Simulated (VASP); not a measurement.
**KI: single point with PBEsol**

**The experiment to reproduce.**

A printed reference work, monograph reports, for a bulk crystal of KI: band gap 6.32 eV.

KI:

```
CELL_PARAMETERS angstrom
0.00000 3.53277 3.53277
3.53277 0.00000 3.53277
3.53277 3.53277 0.00000
ATOMIC_POSITIONS crystal
K 0.00000 0.00000 0.00000
I 0.50000 0.50000 0.50000
```

```json
{
  "Program": "VASP 6.6.1",
  "Task": "single point",
  "Functional": "PBEsol",
  "Potentials or basis": "VASP PAW PBE potentials, release 64 (K_sv, I)",
  "Cutoff": "500 eV",
  "k mesh": "7 × 7 × 7",
  "Occupations": "fermi-dirac, width 0.02 eV",
  "Spin": "no spin polarisation",
  "Dipole correction": "no",
  "Further INCAR settings": "ALGO = Normal; EDIFF = 1e-06; NBANDS = 15"
}
```

```json
{"Pressure": "-0.2 GPa", "Band gap on the k mesh": "3.81 eV"}
```

Levels at points of the mesh, in eV from the valence-band top:
```
           k point  band 5  band 6  band 7  band 8  band 9  band 10  band 11  band 12
(0.00, 0.00, 0.00)  -10.54    0.00    0.00    0.00    3.81     6.43     6.43     6.43
```

Run time: 43 s on 1 thread of Intel Xeon 8259CL, with other jobs on the host, peak memory 0.21 GiB.

A measured gap of KI is 6.32 eV (a printed reference work, monograph); the calculated 3.81 eV misses it by -2.51 eV. Spin-orbit coupling on I is left out. The value is that of PBEsol on a finite k mesh, which can miss the band edges, without temperature or zero-point motion. Semilocal functionals fall short of measured gaps as a rule.

Caveat: the PAW data sets were made with another functional, which shifts forces and pressure a little; spin-orbit coupling is left out, which moves the levels of the heavy elements; an odd mesh through Γ misses points on the zone boundary, where band edges can lie.
